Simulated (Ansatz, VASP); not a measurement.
Al2Ru in VASP and in Ansatz

```
CELL_PARAMETERS angstrom
-1.58096 1.58096 4.27736
1.58096 -1.58096 4.27736
1.58096 1.58096 -4.27736
ATOMIC_POSITIONS crystal
Ru 0.00000 0.00000 0.00000
Al 0.34080 0.34080 0.00000
Al 0.65920 0.65920 0.00000
```

Change from the starting cell: volume scaled by 1.04.

Alike in both runs: task single point; functional PBEsol; k mesh 12 × 12 × 12; occupations fermi-dirac, width 0.05 eV; no spin polarisation.

|  | VASP | Ansatz |
| --- | --- | --- |
| version | VASP 6.6.1 | Ansatz 0.2.0 |
| potentials or method | VASP PAW PBE potentials, release 64 (Ru_pv, Al) | Ansatz PAW |
| plane-wave cutoff (eV) | 520 | 420 |
| valence electrons in the cell | 20 | 22 |

|  | VASP | Ansatz | Ansatz less VASP |
| --- | --- | --- | --- |
| gap on the k mesh at the Fermi level (eV) | none | none | - |
| pressure (GPa) | -6.9 | -6.9 | -0.05 |
| largest component of the traceless stress (GPa) | 0.62 | 0.63 | +0.013 |
| rms of the force components (eV/Å) | 0.079 | 0.079 | +0.0002 |

Atom by atom the forces differ by 0.000 eV/Å (rms over components). A gap of «none» marks a metal or a gap that the smearing closes. With one functional, cell and mesh, what is left measures potentials, basis and numerics. The two sets of potentials don't hold the same shells in valence.

Caveats: the PAW data sets were made with another functional, which shifts forces and pressure a little (VASP); the PAW data sets come from PBE, with cores solved anew for the run's functional, which leaves a small shift of forces and pressure (Ansatz).
